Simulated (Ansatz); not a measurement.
**SnO2 (P4_2/mnm): the host for defect calculations**

Before any defect goes in: SnO2 (P4_2/mnm) at rest, and how it screens a charge.

Program: Ansatz 0.2.0. Level of theory: plane-wave PAW DFT, PBEsol; relaxation of the host's cell and atoms; PAW set soft_1, in the first sound run; inputs show where later runs differ. Results are calculated unless marked as measured.

**1. The structure**

Symmetry: P4_2/mnm, No. 136, tetragonal system. Conventional cell: a = 4.765 Å, b = 4.765 Å, c = 3.207 Å, α = 90.00°, β = 90.00°, γ = 90.00°. Nearest to Sn lie 6 O at 2.06 to 2.07 Å. O has 3 Sn at 2.06 to 2.07 Å nearest. Farther neighbours and most contacts between anions are not listed.

**2. Host cell relaxation**

Cell and atoms are relaxed together, until forces and stress fall under their thresholds.

File cell/input.yaml:

```yaml
crystal:
  lattice:
    - [4.764818, 0.0, 0.0]
    - [0.0, 4.764818, 0.0]
    - [0.0, 0.0, 3.2074998]
  atoms:
    - { symbol: Sn, position: [0.5, 0.5, 0.5] }
    - { symbol: Sn, position: [0.0, 0.0, 0.0] }
    - { symbol: O, position: [0.1940277, 0.8059723, 0.5] }
    - { symbol: O, position: [0.8059723, 0.1940277, 0.5] }
    - { symbol: O, position: [0.3059723, 0.3059723, 0.0] }
    - { symbol: O, position: [0.6940277, 0.6940277, 0.0] }
basis:
  ecutwfc: 420
  xc_grid: 2
hamiltonian:
  xc: pbesol
  pseudopotentials: { kind: paw, azcp: { folder: soft_1 }, xc_functional: pbe }
kpoints:
  mp_grid: { grid: [6, 6, 9] }
scf:
  occupations: { method: fixed }
  max_iter: 100
relax:
  f_tol: 0.005
  max_steps: 60
  cell: {}
output:
  forces: true
  stress: true
checkpoint:
  write: "../cell.run"
  compress: false
  write_wavefunctions: false
  write_every: 100000
```

Command:

```sh
> ansatz run input.yaml --threads 32 --pin off --max-ram 84787MiB --backend cuda --events-out ev --progress --plain --runs-dir out --max-vram 78GiB
```

Numbers of over 12 decimals in the logs are rounded to 6 here.

The program printed:

```text
[... repeated set-up lines and file paths are left out, and long positions are rounded to six places ...]
Engine: ansatz 0.2.0, aarch64-unknown-linux-gnu
Pseudopotentials: kind: paw
Pseudopotential: Sn, paw, valence charge 14, recommended cutoff 420 eV (normal), soft_1/Sn.paw.azcp
Pseudopotential: O, paw, valence charge 6, recommended cutoff 420 eV (normal), soft_1/O.paw.azcp
Functional definition: PBEsol
  exchange = pbesol_x
  correlation = pbesol_c
[...]
Crystal: 6 atoms, lattice volume = 72.821 Å³
Basis set: ecut = 420 eV, 1435 PW (Γ), exchange–correlation on 64×64×48 points (8 copies of the dense FFT grid, shifted against one another)
Bands: 32, of which v1, the nominal top of the filled ones, is band 26 counted from 1 (25 counted from 0)
Symmetry: 16 space group operations
Space group: P42/mnm (ITA 136), of the structure as read, at distance tolerance 4.2e-5 Å
k-points: 50 of 324
Non-local potential: Sn, projectors of the file, l = 0: 2, l = 1: 2, l = 2: 2, l = 3: 1
Non-local potential: O, projectors of the file, l = 0: 2, l = 1: 2, l = 2: 1
PAW form: soft (Blöchl's): semilocal exchange-correlation on the pseudo side does not see the compensation charge
PAW frozen core: Sn, regenerated for the run's functional, and the local potential with it (the file was generated under x = pbe(κ = 0.804, μ = 0.219515), c = pbe(β = 0.066725))
PAW frozen core: O, regenerated for the run's functional, and the local potential with it (the file was generated under x = pbe(κ = 0.804, μ = 0.219515), c = pbe(β = 0.066725))
PAW one-centre angular grid: Sn, 590 points (default); XC on 64 Gauss nodes
PAW one-centre angular grid: O, 110 points (default); XC on 64 Gauss nodes
Initial density: superposition of atomic densities (chi_scale 0.1, normalization cell, long waves kept (reshape's long-wave potential 0.00 eV rms))
Initial wavefunctions: pseudopotential atomic-orbital guess
[...]
Functional: x = pbesol(κ = 0.804, μ = 0.123457), c = pbesol(β = 0.046)
SCF iter   1: F=—  HF=-14143.802544 eV  |Δ(HF+E_count)|=         —  Δρ=6.92e-2  dr2=2.57e0  Hψ=6253
preconditioner: auto → Resta (q_TF=auto, 2.579 Å⁻¹)  ε∞=3.5  [insulator: Δε(μ)=1.325 eV  Ē_g=19.864 eV  n_scr=18 (ndim 8)  ℏωp=31.4 eV  f_vac=0.000  ε∞_Penn≈3.5]
SCF iter   2: F=—  HF=-14143.302944 eV  |Δ(HF+E_count)|=   5.00e-1  Δρ=3.50e-2  dr2=4.57e-1  Hψ=3383
SCF iter   3: F=—  HF=-14143.241614 eV  |Δ(HF+E_count)|=   6.13e-2  Δρ=1.03e-2  dr2=7.14e-2  Hψ=2375
automatic band count: iteration 3 solves 30 bands in place of 32: the levels show a gap, and the empty bands left out lie too high to hold charge; the band table lists the bands solved (type scf.n_extra_bands for more)
SCF iter   4: F=—  HF=-14143.235077 eV  |Δ(HF+E_count)|=   6.54e-3  Δρ=1.92e-3  dr2=2.06e-3  Hψ=2158
[...]
SCF iter   8: F=-14143.236967 eV  HF=-14143.236967 eV  |Δ(HF+E_count)|=   1.22e-7  Δρ=2.34e-6  dr2=3.57e-9  Hψ=5650
SCF 1 converged in 8 iterations: F = -14143.236967 eV  dr2 = 3.57e-9
  greatest PAW one-centre occupation: 0.997 electrons in one spin orbital (limit 2), on the Sn atom at site 0 (counted from 0), in its partial waves of l = 2
relax step   1: F+E_penalty+E_count = -14143.23696716 eV  Δ(F+E_penalty+E_count) = +0.000e0 eV  max|allowed force component| = 2.593e-2 eV/Å  Δτ_max = 0.0000 Å  P = +0.508 GPa  Ω = 72.821 Å³  (8 SCF iters, dr2 threshold 1.00e-7 eV, accepted)
[... the SCF cycles and remarks between the steps are left out from here to the last step ...]
relax step   2: F+E_penalty+E_count = -14143.23694322 eV  Δ(F+E_penalty+E_count) = +2.394e-5 eV  max|allowed force component| = 5.616e-3 eV/Å  Δτ_max = 0.0027 Å  P = +0.022 GPa  Ω = 72.990 Å³  energy of the carried Pulay correction = -4.132e-4 eV  (4 SCF iters, dr2 threshold 6.00e-7 eV, accepted)
relax step   3: F+E_penalty+E_count = -14143.23698640 eV  Δ(F+E_penalty+E_count) = -4.319e-5 eV  max|allowed force component| = 4.621e-3 eV/Å  Δτ_max = 0.0008 Å  P = -0.002 GPa  Ω = 73.008 Å³  energy of the carried Pulay correction = -4.569e-4 eV  (3 SCF iters, dr2 threshold 9.94e-8 eV, accepted)
relax step   4: F+E_penalty+E_count = -14143.23698161 eV  Δ(F+E_penalty+E_count) = +4.791e-6 eV  max|allowed force component| = 2.709e-3 eV/Å  Δτ_max = 0.0001 Å  P = -0.003 GPa  Ω = 73.013 Å³  energy of the carried Pulay correction = -4.695e-4 eV  (3 SCF iters, dr2 threshold 1.13e-8 eV, accepted)
[...]
iter 1 solved again at ethr=2.30e-8 eV; its pass at ethr=3.10e-3 eV (dr2=1.20e-5 eV) is discarded
SCF iter   1: F=—  HF=-14143.237307 eV  |Δ(HF+E_count)|=         —  Δρ=3.16e-5  dr2=4.72e-8  Hψ=11182
[...]
SCF iter   2: F=—  HF=-14143.237446 eV  |Δ(HF+E_count)|=   1.40e-4  Δρ=1.56e-5  dr2=1.09e-8  Hψ=2932
SCF iter   3: F=—  HF=-14143.237447 eV  |Δ(HF+E_count)|=   7.71e-7  Δρ=3.50e-6  dr2=7.31e-10  Hψ=1996
SCF iter   4: F=-14143.237447 eV  HF=-14143.237447 eV  |Δ(HF+E_count)|=   3.44e-8  Δρ=2.71e-7  dr2=2.52e-11  Hψ=10097
SCF 5 converged in 4 iterations: F = -14143.237447 eV  dr2 = 2.52e-11
relax step   5: F+E_penalty+E_count = -14143.23744719 eV  Δ(F+E_penalty+E_count) = -4.656e-4 eV  max|allowed force component| = 2.716e-3 eV/Å  Δτ_max = 0.0000 Å  P = +0.011 GPa  Ω = 73.013 Å³  stress off target by 3.40e-2 GPa  SCF on the basis re-selected at this cell (its energy is not comparable with the rows above)  (4 SCF iters)
basis re-selected at this cell: Δ(F+E_penalty+E_count) = -4.656e-4 eV, ΔP = +0.013 GPa vs the last step (what re-selecting the basis moved, of the pressure what is left beyond the Pulay correction that the steps carried, after the strain that the cell walked [...]
SCF converged after 4 iterations
Free energy (F): -14143.237447 eV
Harris-Foulkes:  -14143.237447 eV  (|F-HF|=1.07e-10)
Internal energy: -14143.237447 eV  (E = F + TS)
E sigma→0 (E₀):  -14143.237447 eV
Fermi energy:    9.130906 eV
--- Per-component energies (eV) ---
  E_band       = -133.811509
  E_kinetic    = 1015.120365
  E_local      = -3198.456364  (includes V_loc(G=0)·N_el)
  E_nonlocal   = 505.972971
  E_hartree    = 1449.202269
  E_xc         = -530.120326
  E_vxc        = -521.862761  (∫ρ·V_xc dr)
  E_paw        = -9229.311581  (= ΣΔE_a)
  E_vpaw       = -832.994282  (= ΣTr[D̂ρ^β])
  E_aug_tail   = 0.003906  (compensation charges beyond the density's cutoff)
  E_ewald      = -4156.359518
  E_core_change = 0.710831  (= ΣΔE_core)
  E_smearing   = -0.000000  (= −TS)
  E_closure    = -0.000000  (closes the sum)
  Σ components = -14143.237447   (vs F -14143.237447, Δ=0.00e0)
--- Forces (eV/Å), atoms counted from 1 ---
  atom   1  Sn     0.00000000     0.00000000     0.00000000
  atom   2  Sn     0.00000000     0.00000000     0.00000000
  atom   3  O     -0.00271553     0.00271553     0.00000000
  atom   4  O      0.00271553    -0.00271553     0.00000000
  atom   5  O      0.00271553     0.00271553     0.00000000
  atom   6  O     -0.00271553    -0.00271553     0.00000000
  max |Σ_I F_I| component: 1.73e-18 eV/Å
--- Stress (GPa, compression-positive) ---
        0.033016       0.000000       0.000000
        0.000000       0.033016       0.000000
        0.000000       0.000000      -0.034006
  P = ⅓ Tr σ = 0.0107 GPa (0.107 kbar)
--- Band table (eV; the first three rows and the last of 50) ---
  k-point 0: bands = ["-11.8868", "-11.1467", "-10.8980", "-10.8743", "-10.8743", "-10.7984", "-10.7537", "-10.6698", "-10.6413", [... rest cut ...]
  k-point 1: bands = ["-11.8302", "-11.0793", "-10.9864", "-10.9864", "-10.8765", "-10.8087", "-10.7490", "-10.6702", "-10.6574", [... rest cut ...]
--- Relaxed structure (4 steps of the walk, 4 accepted, 1 SCFs on fresh bases) ---
  F+E_penalty+E_count = -14143.23744719 eV   max|allowed force component| = 2.716e-3 eV/Å   (the final SCF, on the basis selected at the relaxed cell)
  cell:  # Å, volume = 73.0131 Å³
    - [4.767812, 0, 0.0]
    - [0, 4.767812, 0.0]
    - [0.0, 0.0, 3.211903]
  atoms:
    - { symbol: Sn, position: [0.500000, 0.500000, 0.500000] }
    - { symbol: Sn, position: [0, 0, 0.0] }
    - { symbol: O, position: [0.193728, 0.806272, 0.500000] }
    - { symbol: O, position: [0.806272, 0.193728, 0.500000] }
    - { symbol: O, position: [0.306272, 0.306272, 0.0] }
    - { symbol: O, position: [0.693728, 0.693728, 0.0] }
```

Elapsed: 2.6 s, on 1 × NVIDIA GB200 with 32 threads of Arm Neoverse V2, shared host; peak memory 0.95 GiB.

Relaxation path:

| step | energy less that of the first step (eV) | largest force component (eV/Å) | pressure (GPa) | volume (Å³) |
| --- | --- | --- | --- | --- |
| 1 | 0.0000 | 0.0259 | 0.51 | 72.82 |
| 2 | 0.0000 | 0.0056 | 0.02 | 72.99 |
| 3 | 0.0000 | 0.0046 | 0.00 | 73.01 |
| 4 | 0.0000 | 0.0027 | 0.00 | 73.01 |
| 5* | -0.0005 | 0.0027 | 0.01 | 73.01 |

Relaxation steps marked * repeat the geometry before them on a plane-wave basis chosen anew for their cell, so energy and pressure can jump there.

The run keeps the 16 symmetry operations that it works with, so distortions that break them were not tested.

| conventional cell, symmetrised | before | after | change |
| --- | --- | --- | --- |
| a (Å) | 4.765 | 4.768 | +0.1 % |
| b (Å) | 4.765 | 4.768 | +0.1 % |
| c (Å) | 3.207 | 3.212 | +0.1 % |
| volume (Å³/atom) | 12.14 | 12.17 | +0.3 % |

Final coordinates:

```xyz
6
Lattice="4.7678 0.0000 0.0000 0.0000 4.7678 0.0000 0.0000 0.0000 3.2119" Properties=species:S:1:pos:R:3 pbc="T T T"
Sn    2.3839    2.3839    1.6060
Sn    0.0000    0.0000    0.0000
O     0.9237    3.8441    1.6060
O     3.8441    0.9237    1.6060
O     1.4602    1.4602    0.0000
O     3.3076    3.3076    0.0000
```

Numbers from this step:

```yaml
pressure: 0.01068 GPa
```

The cell grew by 0.3 % in volume.

**3. Dielectric tensors of the host**

The response to a uniform electric field gives the electronic dielectric tensor.

This step: plane-wave PAW DFPT, PBEsol; dielectric tensors, Born charges and zone-centre modes of the host; PAW set soft_1 (Ansatz 0.2.0).

File eps/input.yaml:

```yaml
crystal:
  lattice:
    - [4.7678118222, 0.0, 0.0]
    - [0.0, 4.7678118222, 0.0]
    - [0.0, 0.0, 3.2119026566]
  atoms:
    - { symbol: Sn, position: [0.5, 0.5, 0.5] }
    - { symbol: Sn, position: [0.0, 0.0, 0.0] }
    - { symbol: O, position: [0.193727843, 0.806272157, 0.5] }
    - { symbol: O, position: [0.806272157, 0.193727843, 0.5] }
    - { symbol: O, position: [0.306272157, 0.306272157, 0.0] }
    - { symbol: O, position: [0.693727843, 0.693727843, 0.0] }
basis:
  ecutwfc: 420
hamiltonian:
  xc: pbesol
  pseudopotentials: { kind: paw, azcp: { folder: soft_1 }, xc_functional: pbe }
kpoints:
  mp_grid: { grid: [5, 5, 7] }
scf:
  occupations: { method: fixed }
  max_iter: 100
phonons:
  method: dfpt
  dielectric: true
  rigid_motions: translations
```

The program printed:

```text
[...]
Crystal: 6 atoms, lattice volume = 73.013 Å³
Basis set: ecut = 420 eV, 1435 PW (Γ), exchange–correlation on 64×64×48 points (8 copies of the dense FFT grid, shifted against one another)
Bands: 32, of which v1, the nominal top of the filled ones, is band 26 counted from 1 (25 counted from 0)
Symmetry: 16 space group operations
k-points: 88 of 175 (irreducible under 1 space group operation, time reversal used)
[...]
SCF iter   1: F=—  HF=-14143.798405 eV  |Δ(HF+E_count)|=         —  Δρ=6.90e-2  dr2=2.55e0  Hψ=10900
[...]
SCF iter   2: F=—  HF=-14143.303003 eV  |Δ(HF+E_count)|=   4.95e-1  Δρ=3.49e-2  dr2=4.57e-1  Hψ=5946
[...]
SCF iter  10: F=-14143.237194 eV  HF=-14143.237194 eV  |Δ(HF+E_count)|=  9.46e-11  Δρ=7.13e-8  dr2=1.97e-12  Hψ=19266
SCF 1 converged in 10 iterations: F = -14143.237194 eV  dr2 = 1.97e-12
[...]
the response reads at least the filled bands of the reference SCF and the lowest empty band at each k-point, and that SCF's band table does not vouch for those bands. The notice of the band table in this run's record says why
[...]
NSCF: frozen V_eff on 1 k-points
[...]
NSCF: frozen V_eff on 24 k-points, pencils in batches of 32, up to order 128
[...]
DFPT response loops at q = (0, 0, 0) (fractional): preconditioner auto → Resta (q_TF=auto, 2.578 Å⁻¹)  ε∞=8.1 (no band partly filled); β = 1.00, the filter's whole step (`scf.mixing.beta` (0.50) is not read by the response loops at its default; [...]
[...]
DFPT response loops at Γ: preconditioner auto → Resta (q_TF=auto, 2.578 Å⁻¹)  ε∞=8.1 (no band partly filled); β = 1.00, the filter's whole step (`scf.mixing.beta` (0.50) is not read by the response loops at its default; [...]
── the response to a field inside a basis, on 8×8×12 k-points: an SCF that follows is theirs, and a resumed run solves both again ──
[...]
Bands: 27, of which v1, the nominal top of the filled ones, is band 26 counted from 1 (25 counted from 0)
k-points: 60 of 768
[...]
Eigensolver: Dense (60 Hₖ)
[...]
SCF 1 converged in 4 iterations: F = -14143.141844 eV  dr2 = 6.75e-8
[...]
SCF converged after 10 iterations
[...]
--- Phonons (Γ-DFPT): 4 representative perturbations + reference (Σ response iterations 21) ---
  k mesh reduced under 1 symmetry operation, with k and −k counted as one. Each operation leaves every solved perturbation unchanged. A smaller set is not considered because the run solves the response to a homogeneous field
  ASR residual: 2.762e-5 → 0.000e0 eV/Å²; symmetrization residual: 2.592e-10 eV/Å²
  ASR residual per site (eV/Å²): 1.56e-5 1.56e-5 2.76e-5 2.76e-5 2.76e-5 2.76e-5
  Γ frequencies (cm⁻¹): 0.00 0.00 0.00 103.68 143.31 219.69 219.69 271.47 271.47 341.94 447.68 453.43 453.43 545.01 575.67 575.67 607.03 732.51
  ε∞ (high-frequency dielectric tensor):
        4.598334     0.000000     0.000000
        0.000000     4.598334     0.000000
        0.000000     0.000000     4.907023
  ε⁰ (static dielectric tensor: ions relaxed, cell fixed):
       13.480646    -0.000000     0.000000
       -0.000000    13.480646     0.000000
        0.000000     0.000000    10.415323
  ε⁰ − ε∞ (ionic part):
        8.882312    -0.000000     0.000000
       -0.000000     8.882312     0.000000
        0.000000     0.000000     5.508300
  softest optical mode at Γ: 103.68 cm⁻¹; the repairs (sum rule, projections) moved no ω² at Γ by more than (0.73 cm⁻¹)²
  Born effective charges Z* (e; rows j = field, columns β = displacement):
    site 0:
         4.13426   -0.49167    0.00000
        -0.49167    4.13426    0.00000
         0.00000    0.00000    4.54350
    site 1:
         4.13426    0.49167    0.00000
         0.49167    4.13426    0.00000
         0.00000    0.00000    4.54350
    site 2:
        -2.06713    0.75985   -0.00000
         0.75985   -2.06713   -0.00000
        -0.00000   -0.00000   -2.27175
    site 3:
        -2.06713    0.75985   -0.00000
         0.75985   -2.06713   -0.00000
        -0.00000   -0.00000   -2.27175
    site 4:
        -2.06713   -0.75985   -0.00000
        -0.75985   -2.06713   -0.00000
        -0.00000   -0.00000   -2.27175
    site 5:
        -2.06713   -0.75985   -0.00000
        -0.75985   -2.06713   -0.00000
        -0.00000   -0.00000   -2.27175
  Z* charge neutrality: 1.131e-2 e pre-enforcement
  solved inside a basis spanned on kpoints, on 8×8×12 k-points, its susceptibility summed on 10×10×14: ε∞ is read to err by 2.6e-2, Z* by 3.2e-2 e (field_mesh: kpoints solves on kpoints); Z* is corrected for what the basis lacks
  optical modes at Γ without the LO–TO term, one row a degenerate level:
      ω (cm⁻¹)  modes    IR ((D/Å)²/amu)
        103.68      1             0.0000
        143.31      1             0.0000
        219.69      2            19.6146
        271.47      2             4.8726
        341.94      1             0.0000
        447.68      1            37.7920
        453.43      2             0.0000
        545.01      1             0.0000
        575.67      2            44.9427
        607.03      1             0.0000
        732.51      1             0.0000
  optical modes at Γ + LO–TO along q̂ = [1.0000, 0.0000, 0.0000]:
      ω (cm⁻¹)  modes    IR ((D/Å)²/amu)
        103.68      1             0.0000
        143.31      1             0.0000
[...]
optical modes at Γ + LO–TO along q̂ = [0.0000, 1.0000, 0.0000]:
      ω (cm⁻¹)  modes    IR ((D/Å)²/amu)
[...]
732.51      1             0.0000
  optical modes at Γ + LO–TO along q̂ = [0.0000, 0.0000, 1.0000]:
      ω (cm⁻¹)  modes    IR ((D/Å)²/amu)
        103.68      1             0.0000
        143.31      1             0.0000
        219.69      2            19.6146
        271.47      2             4.8726
        341.94      1             0.0000
        453.43      2             0.0000
        545.01      1             0.0000
        575.67      2            44.9427
        607.03      1             0.0000
        652.23      1            37.7920
        732.51      1             0.0000
```

Wall time 11 s (1 × NVIDIA GB200 with 32 threads); peak memory 1.8 GiB.

Electronic dielectric tensor:

```
4.60 0.00 0.00
0.00 4.60 0.00
0.00 0.00 4.91
```

Static dielectric tensor:

```
13.48  0.00  0.00
 0.00 13.48  0.00
 0.00  0.00 10.42
```

The principal values of the electronic dielectric tensor are 4.60, 4.60 and 4.91. The principal values of the static dielectric tensor are 10.42, 13.48 and 13.48.

(Part 1 of 2 ends here.)

[Logs are printed without paths, hosts, clocks, repeated set-up lines and the standing remarks that a program may print on its own settings, such as how far it seeks lower states.]

[Hosts, paths, dates, database ids (printed as entryN), source tags and the programs' standing remarks are cut or masked in the printed files.]

[Runs of the host that timed out are not shown.]

[For some hosts the program warned that the k-mesh of the response run may be too coarse for force constants and the static dielectric constant; such warnings are not always shown.]

[The program warned that the k-mesh of a response run behind this text may be too coarse: force constants, and the static dielectric constant and all else formed from them, are not shown converged.]
